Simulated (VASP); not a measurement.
# SiMo3 in VASP: notebook, part 2 of 3

VASP 6.6.1.

**3. Relaxation of cell and atoms, PBE**

This run uses another cell than the first one, of 14.85 Å³/atom, 0.917 times its volume.

INCAR

```
  ALGO = Fast
  EDIFF = 1E-4
  EDIFFG = -0.08
  ENCUT = 520
  GGA = PE
  IBRION = 2
  ISIF = 3
  ISMEAR = 0
  LASPH = True
  LCHARG = False
  LREAL = False
  LWAVE = False
  NELM = 60
  NSW = 24
  PREC = Normal
  SIGMA = 0.15
```

KPOINTS

```
k-points
0
Gamma
  4 4 4
```

POSCAR

```
SiMo3
1.0
    4.9159276200      0.0000000000      0.0000000000
    0.0000000000      4.9159276200      0.0000000000
    0.0000000000      0.0000000000      4.9159276200
Si Mo
2 6
Direct
    0.5000000000      0.5000000000      0.5000000000
    0.0000000000      0.0000000000      0.0000000000
    0.0000000000      0.5000000000      0.7500000000
    0.0000000000      0.5000000000      0.2500000000
    0.5000000000      0.2500000000      0.0000000000
    0.5000000000      0.7500000000      0.0000000000
    0.2500000000      0.0000000000      0.5000000000
    0.7500000000      0.0000000000      0.5000000000
```

Potentials or basis: VASP PAW PBE potentials, release 64 (Si, Mo_sv).

Command:

```bash
cat potpaw_PBE.64/Si/POTCAR potpaw_PBE.64/Mo_sv/POTCAR > POTCAR
mpirun -np 1 vasp_std > vasp.out
```

OUTCAR:

```text
EDIFF = 1E-4
   EDIFFG = -0.08
   ENCUT = 520
   GGA = PE
   IBRION = 2
   ISIF = 3
   ISMEAR = 0
   LASPH = True
   LREAL = False
   NELM = 60
   NSW = 24
   PREC = Normal

 ion  position               nearest neighbor table
   1  0.500  0.500  0.500-   3 2.75   4 2.75   5 2.75   6 2.75   7 2.75   8 2.75   5 2.75   6 2.75
                             7 2.75   8 2.75   3 2.75   4 2.75
   2  0.000  0.000  0.000-   3 2.75   4 2.75   5 2.75   6 2.75   7 2.75   8 2.75   7 2.75   8 2.75
                             3 2.75   4 2.75   5 2.75   6 2.75
   3  0.000  0.500  0.750-   4 2.46   4 2.46   1 2.75   2 2.75   2 2.75   1 2.75   8 3.01   5 3.01
                             6 3.01   7 3.01   8 3.01   7 3.01   5 3.01   6 3.01
   4  0.000  0.500  0.250-   3 2.46   3 2.46   1 2.75   2 2.75   2 2.75   1 2.75   8 3.01   5 3.01
                             6 3.01   7 3.01   8 3.01   7 3.01   5 3.01   6 3.01
   5  0.500  0.250  0.000-   6 2.46   6 2.46   1 2.75   1 2.75   2 2.75   2 2.75   8 3.01   4 3.01
                             7 3.01   8 3.01   3 3.01   7 3.01   3 3.01   4 3.01
   6  0.500  0.750  0.000-   5 2.46   5 2.46   1 2.75   1 2.75   2 2.75   2 2.75   8 3.01   4 3.01
                             7 3.01   8 3.01   3 3.01   7 3.01   3 3.01   4 3.01
   7  0.250  0.000  0.500-   8 2.46   8 2.46   1 2.75   2 2.75   1 2.75   2 2.75   3 3.01   4 3.01
                             5 3.01   6 3.01   5 3.01   3 3.01   4 3.01   6 3.01
   8  0.750  0.000  0.500-   7 2.46   7 2.46   1 2.75   2 2.75   1 2.75   2 2.75   3 3.01   4 3.01
                             5 3.01   6 3.01   5 3.01   3 3.01   4 3.01   6 3.01

  LATTYP: Found a simple cubic cell.
 ALAT       =     4.9159276200

  Lattice vectors:

 A1 = (   4.9159276200,   0.0000000000,   0.0000000000)
 A2 = (   0.0000000000,   4.9159276200,   0.0000000000)
 A3 = (   0.0000000000,   0.0000000000,   4.9159276200)

Analysis of symmetry for initial positions (statically):
=====================================================================
 Subroutine PRICEL returns:
 Original cell was already a primitive cell.

 Routine SETGRP: Setting up the symmetry group for a
 simple cubic supercell.

 Subroutine GETGRP returns: Found 48 space group operations
 (whereof 24 operations were pure point group operations)
 out of a pool of 48 trial point group operations.

The static configuration has the point symmetry T_h .
 The point group associated with its full space group is O_h .

Analysis of symmetry for dynamics (positions and initial velocities):
=====================================================================
 Subroutine PRICEL returns:
 Original cell was already a primitive cell.

 Routine SETGRP: Setting up the symmetry group for a
 simple cubic supercell.

 Subroutine GETGRP returns: Found 48 space group operations
 (whereof 24 operations were pure point group operations)
 out of a pool of 48 trial point group operations.

The dynamic configuration has the point symmetry T_h .
 The point group associated with its full space group is O_h .

 Subroutine INISYM returns: Found 48 space group operations
 (whereof 24 operations are pure point group operations),
 and found     1 'primitive' translations

----------------------------------------------------------------------------------------

                                     Primitive cell

  volume of cell :     118.8000

  direct lattice vectors                    reciprocal lattice vectors
     4.915927620  0.000000000  0.000000000     0.203420408  0.000000000  0.000000000
     0.000000000  4.915927620  0.000000000     0.000000000  0.203420408  0.000000000
[... 70 lines left out ...]
   NGX,Y,Z   is equivalent  to a cutoff of   9.47,  9.47,  9.47 a.u.
   NGXF,Y,Z  is equivalent  to a cutoff of  18.94, 18.94, 18.94 a.u.
 SYSTEM =  unknown system
   PREC   = normal    normal or accurate (medium, high low for compatibility)
   ISTART =      0    job   : 0-new  1-cont  2-samecut
   ICHARG =      2    charge: 1-file 2-atom 10-const
   ISPIN  =      1    spin polarized calculation?
   LNONCOLLINEAR =      F non collinear calculations
   LSORBIT =      F    spin-orbit coupling
   LASPH  =      T    aspherical Exc in radial PAW
   ENCUT  =  520.0 eV  38.22 Ry    6.18 a.u.   9.14  9.14  9.14*2*pi/ulx,y,z
   NELM   =     60;   NELMIN=  2; NELMDL= -5     # of ELM steps
   EDIFF  = 0.1E-03   stopping-criterion for ELM
   LREAL  =      F    real-space projection
   EDIFFG = -.8E-01   stopping-criterion for IOM
   NSW    =     24    number of steps for IOM
   IBRION =      2    ionic relax: 0-MD 1-quasi-New 2-CG
   NFREE  =      1    steps in history (QN), initial steepest desc. (CG)
   ISIF   =      3    stress and relaxation
   ISYM   =      2    0-nonsym 1-usesym 2-fastsym
   POTIM  = 0.5000    time-step for ionic-motion
   TEBEG  =    0.0;   TEEND  =   0.0 temperature during run
   PSTRESS=    0.0 pullay stress
   NELECT =      92.0000    total number of electrons
   NUPDOWN=      -1.0000    fix difference up-down
   EMIN   =  10.00;   EMAX   =-10.00  energy-range for DOS
   EFERMI =   0.00;   METHOD = LEGACY
   ISMEAR =     0;   SIGMA  =   0.15  broadening in eV -4-tet -1-fermi 0-gaus
   EFERMI_NEDOS =   21; number of points for ismear=-14 and -15
   IALGO  =     68    algorithm
   IMIX   =      4    mixing-type and parameters
     AMIX     =   0.40;   BMIX     =  1.00
     AMIX_MAG =   1.60;   BMIX_MAG =  1.00
  volume/ion in A,a.u.               =      14.85       100.21
  Fermi-wavevector in a.u.,A,eV,Ry     =   1.503368  2.840954 30.750735  2.260115
  Thomas-Fermi vector in A             =   2.614487
   LORBIT       =      0    0 simple, 1 ext, 2 COOP (PROOUT), +10 PAW based schemes
   GGA     = PE    functional components
   LHFCALC =     F    Hartree Fock is set to
   AEXX    =    0.0000 exact exchange contribution
   IVDW    =     0    specifies the selected vdW correction
   LEPSILON=     F    determine dielectric tensor
   LRPA    =     F    only Hartree local field effects (RPA)
 conjugate gradient relaxation of ions
 non-spin polarized calculation
 RMM-DIIS sequential band-by-band and
 Gauss-broadening in eV      SIGMA  =   0.15
  energy-cutoff  :      520.00
  volume of cell :      118.80
 maximum number of plane-waves:      3218
   NGX = 19   NGY = 19   NGZ = 19

 number of electron      92.0000147 magnetization

 Free energy of the ion-electron system (eV)
  ---------------------------------------------------
  ext. energy  EPLUGINS =         0.00000000
  ---------------------------------------------------
  free energy    TOTEN  =       -78.90187517 eV

  energy without entropy =      -78.84509057  energy(sigma->0) =      -78.87348287

 E-fermi :  12.4658     XC(G=0): -13.0251

 val. band max:       12.3983459600   @ k =   0.5000   0.5000   0.0000
 cond. band min:      12.5102220307   @ k =   0.5000   0.2500   0.0000
 fundamental gap:      0.1118760707
 Fermi energy:        12.4658291527

 k-point     1 :       0.0000    0.0000    0.0000
  band No.  band energies     occupation
      1     -48.7672      2.00000
      2     -48.6596      2.00000
      3     -48.6596      2.00000
      4     -48.3481      2.00000
      5     -48.3481      2.00000
      6     -48.3481      2.00000
[... 569 lines left out ...]
     54      13.7523      0.00000
     55      14.6957      0.00000

------------------------ aborting loop because EDIFF is reached ----------------------------------------

  FORCE on cell =-STRESS in cart. coord.  units (eV):
  Direction    XX          YY          ZZ          XY          YZ          ZX
  --------------------------------------------------------------------------------------
  -------------------------------------------------------------------------------------
  Total       -0.0809710     -0.0809710     -0.0809710     -0.0000000      0.0000000      0.0000000
  in kB       -1.0920019     -1.0920019     -1.0920019     -0.0000000      0.0000000      0.0000000
  external PRESSURE =      -1.0920019 kB  Pullay stress =       0.0000000 kB

 VOLUME and BASIS-vectors are now :
 -----------------------------------------------------------------------------
  energy-cutoff  :      520.00
  volume of cell :      118.80
      direct lattice vectors                 reciprocal lattice vectors
     4.915927620  0.000000000  0.000000000     0.203420408  0.000000000  0.000000000
     0.000000000  4.915927620  0.000000000     0.000000000  0.203420408  0.000000000
     0.000000000  0.000000000  4.915927620     0.000000000  0.000000000  0.203420408

 POSITION                                       TOTAL-FORCE (eV/Angst)
 -----------------------------------------------------------------------------------
      2.45796      2.45796      2.45796         0.000000      0.000000     -0.000000
      0.00000      0.00000      0.00000         0.000000      0.000000     -0.000000
      0.00000      2.45796      3.68695         0.000000      0.000000     -0.000000
      0.00000      2.45796      1.22898         0.000000      0.000000      0.000000
      2.45796      1.22898      0.00000         0.000000      0.000000      0.000000
      2.45796      3.68695      0.00000        -0.000000     -0.000000      0.000000
      1.22898      0.00000      2.45796         0.000000     -0.000000      0.000000
      3.68695      0.00000      2.45796        -0.000000     -0.000000     -0.000000
 -----------------------------------------------------------------------------------
    total drift:                                0.000000      0.000000     -0.000000

  FREE ENERGIE OF THE ION-ELECTRON SYSTEM (eV)
  ---------------------------------------------------
  free  energy   TOTEN  =       -78.9018751668 eV

  energy  without entropy=      -78.8450905718  energy(sigma->0) =      -78.87348287

 reached required accuracy - stopping structural energy minimisation
```

Wall time 26 s (1 thread of Intel Xeon 6975P-C (Granite Rapids), shared host); peak memory 0.18 GiB.

Results:

```yaml
Free_energy: -78.9019 eV
Pressure_after_relaxing: -0.1 GPa
Band_gap_on_the_k_mesh: none (metal or under the smearing width)
```

Final structure:
```
CELL_PARAMETERS angstrom
4.91593 0.00000 0.00000
0.00000 4.91593 0.00000
0.00000 0.00000 4.91593
ATOMIC_POSITIONS crystal
Si 0.50000 0.50000 0.50000
Si 0.00000 0.00000 0.00000
Mo 0.00000 0.50000 0.75000
Mo 0.00000 0.50000 0.25000
Mo 0.50000 0.25000 0.00000
Mo 0.50000 0.75000 0.00000
Mo 0.25000 0.00000 0.50000
Mo 0.75000 0.00000 0.50000
```

Caveat: the relaxation stopped at its first step, so nothing moved; the relaxation stopped at a loose force limit of 0.08 eV/Å, so its end isn't a converged minimum.

**4. Relaxation of cell and atoms, PBE**

This run uses another cell than the first one, of 15.70 Å³/atom, 0.969 times its volume.

INCAR is that of step 3.

KPOINTS is that of step 3.

POSCAR

```
SiMo3
1.0
    5.0079955500      0.0000000000      0.0000000000
    0.0000000000      5.0079955500      0.0000000000
    0.0000000000      0.0000000000      5.0079955500
Si Mo
2 6
Direct
    0.0000000000      0.0000000000      0.0000000000
    0.5000000000      0.5000000000      0.5000000000
    0.2500000000      0.0000000000      0.5000000000
    0.5000000000      0.7500000000      0.0000000000
    0.7500000000      0.0000000000      0.5000000000
    0.5000000000      0.2500000000      0.0000000000
    0.0000000000      0.5000000000      0.7500000000
    0.0000000000      0.5000000000      0.2500000000
```

Command:

```bash
cat potpaw_PBE.64/Si/POTCAR potpaw_PBE.64/Mo_sv/POTCAR > POTCAR
mpirun -np 1 vasp_std > vasp.out
```

It took 72 s on 1 thread of Intel Xeon 6975P-C (Granite Rapids), shared host; peak memory 0.19 GiB.

The run converged. Its results:

```
Free energy                            : -78.9046 eV
Relaxed volume                         : 14.88 Å³/atom
Relaxed cell                           : a = 4.919 Å, b = 4.919 Å, c = 4.919 Å, α = 90.00°, β = 90.00°, γ = 90.00°
Space group after relaxing (to 0.05 Å) : Pm-3n (No. 223)
Energy gained by relaxing              : 35.2 meV/atom
Ionic steps                            : 3
Pressure after relaxing                : -0.6 GPa
Band gap on the k mesh                 : none (metal or under the smearing width)
```

The path:
| step | energy change (eV) | largest force (eV/Å) | pressure (GPa) | volume (Å³) |
| --- | --- | --- | --- | --- |
| 1 | 0.0000 | 0.0000 | -12.42 | 125.60 |
| 2 | 1.2970 | 0.0000 | 40.26 | 104.75 |
| 3 | -0.2814 | 0.0000 | -0.59 | 119.02 |

Final structure:
```cif
data_structure
_symmetry_space_group_name_H-M 'P 1'
_symmetry_Int_Tables_number 1
_cell_length_a 4.9190
_cell_length_b 4.9190
_cell_length_c 4.9190
_cell_angle_alpha 90.000
_cell_angle_beta 90.000
_cell_angle_gamma 90.000
_cell_volume 119.02
loop_
_atom_site_label
_atom_site_type_symbol
_atom_site_fract_x
_atom_site_fract_y
_atom_site_fract_z
_atom_site_occupancy
Si1 Si 0.00000 0.00000 0.00000 1
Si2 Si 0.50000 0.50000 0.50000 1
Mo1 Mo 0.25000 0.00000 0.50000 1
Mo2 Mo 0.50000 0.75000 0.00000 1
Mo3 Mo 0.75000 0.00000 0.50000 1
Mo4 Mo 0.50000 0.25000 0.00000 1
Mo5 Mo 0.00000 0.50000 0.75000 1
Mo6 Mo 0.00000 0.50000 0.25000 1
```

Levels at points of the mesh, in eV from the Fermi level:
| k point | band 42 | band 43 | band 44 | band 45 | band 46 | band 47 | band 48 | band 49 |
| --- | --- | --- | --- | --- | --- | --- | --- | --- |
| (0.00, 0.00, 0.00) | -2.08 | -1.49 | -1.49 | 1.25 | 1.25 | 1.25 | 1.99 | 2.33 |
| (0.50, 0.00, 0.00) | -2.36 | -1.65 | -1.65 | 0.27 | 0.27 | 0.95 | 0.95 | 1.51 |
| (0.50, 0.50, 0.00) | -1.16 | -1.04 | -0.82 | -0.82 | -0.73 | -0.64 | -0.42 | -0.07 |
| (0.50, 0.50, 0.50) | -1.65 | -1.14 | -1.14 | -1.14 | -1.14 | -1.14 | -1.14 | 1.27 |

Caveat: the relaxation stopped at a loose force limit of 0.08 eV/Å, so its end isn't a converged minimum.

(Part 2 of 3 ends here.)
